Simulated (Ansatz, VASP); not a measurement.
## One calculation of BN, two programs

Contents of INCAR:

```
SYSTEM = BN
  PREC = Accurate
  ENCUT = 520
  EDIFF = 1E-6
  ISMEAR = 0
  SIGMA = 0.05
  LREAL = .FALSE.
  LASPH = .TRUE.
  NELM = 60
  ALGO = Normal
  ISIF = 2
  LWAVE = .FALSE.
  LCHARG = .FALSE.
  GGA = PE
  NBANDS = 16
```

The input KPOINTS:

```
regular mesh
0
G
  6 6 6
  0 0 0
```

Contents of POSCAR:

```
BN
1.0
    0.0000000000     -1.8123937734     -1.8123937734
   -1.8123937734      0.0000000000     -1.8123937734
    1.8123937734      1.8123937734     -3.6247875468
B N
2 2
Direct
    0.0349549543     -0.0042206207      0.0000000000
    0.4650450457      0.5042206207      0.5000000000
    0.4107716880      0.3706807632      0.8750000000
    0.8392283120      0.8793192368      0.3750000000
```

Input for Ansatz:

```yaml
crystal:
  lattice:
    - [0.0, -1.8123937734, -1.8123937734]
    - [-1.8123937734, 0.0, -1.8123937734]
    - [1.8123937734, 1.8123937734, -3.6247875468]
  atoms:
    - { symbol: B, position: [0.0349549543, -0.0042206207, 0.0] }
    - { symbol: B, position: [0.4650450457, 0.5042206207, 0.5] }
    - { symbol: "N", position: [0.410771688, 0.3706807632, 0.875] }
    - { symbol: "N", position: [0.839228312, 0.8793192368, 0.375] }
basis:
  ecutwfc: 520.0
kpoints:
  mp_grid: { grid: [6, 6, 6] }
hamiltonian:
  xc: pbe
scf:
  occupations: { method: gaussian, width: 0.05 }
output:
  forces: true
  stress: true
  eigenvalues: true
```

Change from the starting cell: mode 4 frozen in at -0.017 Å and mode 5 at -0.085 Å (largest displacements).

Alike in both runs: task single point; functional PBE; k mesh 6 × 6 × 6; occupations gaussian, width 0.05 eV; no spin polarisation.

```csv
,VASP,Ansatz
version,VASP 6.6.1,Ansatz 0.2.0
potentials or method,"VASP PAW PBE potentials, release 64 (B, N)","scalar-relativistic, plane waves, PAW"
plane-wave cutoff (eV),520,520
valence electrons in the cell,16,16
```

```tsv
	VASP	Ansatz	Ansatz less VASP
gap on the k mesh at the Fermi level (eV)	4.32	4.33	+0.010
least direct gap on the mesh (eV)	6.26	6.28	+0.012
pressure (GPa)	0.0	-0.2	-0.20
largest component of the traceless stress (GPa)	1.67	1.68	+0.001
rms of the force components (eV/Å)	0.531	0.532	+0.0004
```

Atom by atom the forces differ by 0.001 eV/Å (rms over components).

Caveats: the k mesh is coarse (spacing up to 0.48 Å⁻¹), so the values aren't converged; forces of over 1 eV/Å show positions far from the minimum, so gaps and moduli don't describe the material at rest. A k mesh can miss the band edges.
